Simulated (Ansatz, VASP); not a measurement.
**Mo: VASP beside Ansatz**

Contents of INCAR:

```
PREC = Accurate
ENCUT = 520
EDIFF = 1E-6
ISMEAR = -1
SIGMA = 0.1
LREAL = F
LASPH = T
NELM = 80
ALGO = Normal
ISIF = 2
LWAVE = F
LCHARG = F
GGA = RP
NBANDS = 13
```

KPOINTS

```
regular mesh
0
Gamma
  13 13 13
```

Contents of POSCAR:

```
Mo
1.0
    2.7183900388      0.0000000000      0.0000000000
    0.0000000000      2.7183900388      0.0000000000
    0.0000000000      0.0000000000      2.7183900388
Mo
1
Direct
    0.0000000000      0.0000000000      0.0000000000
```

Input for Ansatz:

```yaml
crystal:
  lattice:
    - [2.7183900388, 0.0, 0.0]
    - [0.0, 2.7183900388, 0.0]
    - [0.0, 0.0, 2.7183900388]
  atoms:
    - { symbol: Mo, position: [0.0, 0.0, 0.0] }
hamiltonian:
  xc: rpbe
  pseudopotentials:
    kind: paw
    azcp:
      Mo: "pseudopotentials/Mo.paw.azcp"
basis:
  ecutwfc: 420
  fft_grid_basis: typed
kpoints:
  mp_grid: { grid: [13, 13, 13], shift: [0, 0, 0] }
magnetization:
  spin_polarized: false
scf:
  occupations: { method: fermi_dirac, width: 0.1 }
  lower_state_search: "off"
output:
  stress: true
  write_density: true
  write_potential: true
  elf: true
  volumetric_format: npy
```

Alike in both runs: task single point; functional RPBE; k mesh 13 × 13 × 13; occupations fermi-dirac, width 0.1 eV; no spin polarisation.

|  | VASP | Ansatz |
| --- | --- | --- |
| version | VASP 6.6.1 | Ansatz 0.2.0 |
| potentials or method | VASP PAW PBE potentials, release 64 (Mo_sv) | plane waves (420 eV) with PAW, scalar-relativistic |
| plane-wave cutoff (eV) | 520 | 420 |
| valence electrons in the cell | 14 | 14 |

VASP gave:

```
pressure (GPa) : -16.5
```

Task: Which values does Ansatz return?

Result: Pressure (GPa): -16.8.

Caveats: so large a pressure means that the cell lies far from this level's equilibrium, or that cutoff or potentials fall short (VASP); the potentials were made for another functional, which shifts forces and pressure (VASP).
